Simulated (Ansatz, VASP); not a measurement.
# Two plane-wave programs on PbF2

INCAR

```
SYSTEM = PbF2
ALGO = Normal ; EDIFF = 1E-6
ENCUT = 520 ; GGA = PE
ISIF = 2 ; ISMEAR = 0
LASPH = .True. ; LCHARG = .True.
LELF = .True. ; LREAL = .False.
LVHAR = .True. ; LWAVE = .False.
NBANDS = 21 ; NELM = 100
PREC = Accurate ; SIGMA = 0.05
```

File KPOINTS:

```
k-points
0
Gamma
  8 8 8
  0 0 0
```

File POSCAR:

```
PbF2
1.0
    0.0000000000      2.9698500000      2.9698500000
    2.9698500000      0.0000000000      2.9698500000
    2.9698500000      2.9698500000      0.0000000000
Pb F
1 2
Direct
    0.0000000000      0.0000000000      0.0000000000
    0.2500000000      0.2500000000      0.2500000000
    0.7500000000      0.7500000000      0.7500000000
```

Input for Ansatz:

```yaml
crystal:
  lattice:
    - [0.0, 2.96985, 2.96985]
    - [2.96985, 0.0, 2.96985]
    - [2.96985, 2.96985, 0.0]
  atoms:
    - { symbol: Pb, position: [0.0, 0.0, 0.0] }
    - { symbol: F, position: [0.25, 0.25, 0.25] }
    - { symbol: F, position: [0.75, 0.75, 0.75] }
basis:
  ecutwfc: 420
kpoints:
  mp_grid: { grid: [8, 8, 8] }
hamiltonian:
  xc: pbe
scf:
  occupations: { method: gaussian, width: 0.05 }
output:
  forces: true
  stress: true
  eigenvalues: true
  write_density: true
  write_potential: true
  elf: true
  volumetric_format: npy
```

Alike in both runs: task single point; functional PBE; k mesh 8 × 8 × 8; occupations gaussian, width 0.05 eV; no spin polarisation.

|  | VASP | Ansatz |
| --- | --- | --- |
| version | VASP 6.6.1 | Ansatz 0.2.0 |
| potentials or method | VASP PAW PBE potentials, release 64 (Pb_d, F) | scalar-relativistic, plane waves, PAW |
| plane-wave cutoff (eV) | 520 | 420 |
| valence electrons in the cell | 28 | 28 |

Ansatz gave:

```
gap on the k mesh at the Fermi level (eV) : 4.42
least direct gap on the mesh (eV)         : 4.57
pressure (GPa)                            : 2.2
```

Question: Which values does VASP return?

Answer: gap on the k mesh at the Fermi level (eV): 4.42; least direct gap on the mesh (eV): 4.56; pressure (GPa): 2.0.

The functional is the same, so the differences come from potentials, cutoffs and numerics.

Caveats: spin-orbit coupling is left out, which as a rule narrows the gap of such compounds by several tenths of an eV. A k mesh can miss the band edges.
